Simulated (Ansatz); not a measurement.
Cs2AgBiBr6:

```xyz
10
Lattice="0.0000 5.6161 5.6161 5.6161 0.0000 5.6161 5.6161 5.6161 0.0000" Properties=species:S:1:pos:R:3 pbc="T T T"
Bi    0.0000    0.0000    0.0000
Cs    8.4242    8.4242    8.4242
Cs    2.8081    2.8081    2.8081
Ag    5.6161    5.6161    5.6161
Br    5.6161    5.6161    8.4180
Br    5.6161    5.6161    2.8142
Br    2.8142    5.6161    5.6161
Br    5.6161    8.4180    5.6161
Br    8.4180    5.6161    5.6161
Br    5.6161    2.8142    5.6161
```

Base run:

* Program: Ansatz 0.2.0
* Functional: r2SCAN
* Potentials or basis: Ansatz PAW
* Cutoff: 500 eV (not typed: the program's choice for these potentials)
* k mesh: 4 × 4 × 4
* Occupations: fermi-dirac, width 0.05 eV
* Spin: no spin polarisation

Its results: band gap on the k mesh 1.67 eV, indirect (least direct gap 2.85 eV); pressure 1.0 GPa; largest force 0.241 eV/Å.

The run is repeated on the same cell with these changes: functional from r2SCAN to PBEsol; cutoff from 500 eV (not typed: the program's choice for these potentials) to 420 eV (not typed: the program's choice for these potentials). What comes out?

Band gap on the k mesh 1.17 eV, indirect (least direct gap 2.39 eV); pressure 0.0 GPa; largest force 0.302 eV/Å.

r2SCAN gives the wider gap, since meta-GGAs in the generalised Kohn-Sham scheme recover part of the derivative discontinuity.

Caveats: spin-orbit coupling is left out, which as a rule narrows the gap of such compounds by several tenths of an eV; the PAW data sets come from PBE, with cores solved anew for the run's functional, which leaves a small shift of forces and pressure.
